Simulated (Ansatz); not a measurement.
Crystal: MnO2.

```
Mn O
1.0
     2.85496    0.00000    0.00000
    -1.42748    2.47246    0.00000
     0.00000    0.00000   10.22174
Mn O
2 4
Direct
  0.00000 0.00000 0.50000
  0.00000 0.00000 0.00000
  0.66667 0.33333 0.40686
  0.66667 0.33333 0.09314
  0.33333 0.66667 0.59314
  0.33333 0.66667 0.90686
```

Measurements of this composition are mostly on another form, of space group No. 136.

Base run:

| Item | Value |
| --- | --- |
| Program | Ansatz 0.2.0 |
| Functional | r2SCAN |
| Potentials or basis | Ansatz PAW |
| Cutoff | 500 eV |
| Density cutoff | 2000 eV |
| k mesh | 11 × 11 × 3 |
| Occupations | fermi-dirac, width 0.05 eV |
| Spin | collinear spin, ferromagnetic start |
| Starting moments | [4.0, 4.0, 0.0, 0.0, 0.0, 0.0] μB |

Its results: band gap on the k mesh 2.02 eV, indirect (least direct gap 2.09 eV); pressure -1.0 GPa; net moment 6.00 μB per cell; site moments Mn +2.59; O +0.02 μB; largest force 0.116 eV/Å.

**Question.** The run is repeated on the same cell with these changes: functional from r2SCAN to PBEsol; cutoff from 500 eV to 420 eV; density cutoff from 2000 eV to 1680 eV. What comes out?

**Answer.** Band gap on the k mesh 0.80 eV, indirect (least direct gap 0.84 eV); pressure -2.3 GPa; net moment 6.00 μB per cell; site moments Mn +2.49; O +0.05 μB; largest force 0.190 eV/Å.

r2SCAN gives the wider gap, since meta-GGAs in the generalised Kohn-Sham scheme recover part of the derivative discontinuity.

Caveats: only a ferromagnetic start was run, and an antiferromagnetic order may lie lower in energy; the PAW data sets come from PBE, with cores solved anew for the run's functional, which leaves a small shift of forces and pressure; the magnetic or orbital state may not be the lowest (some runs).

Not every run made on this cell is shown here.
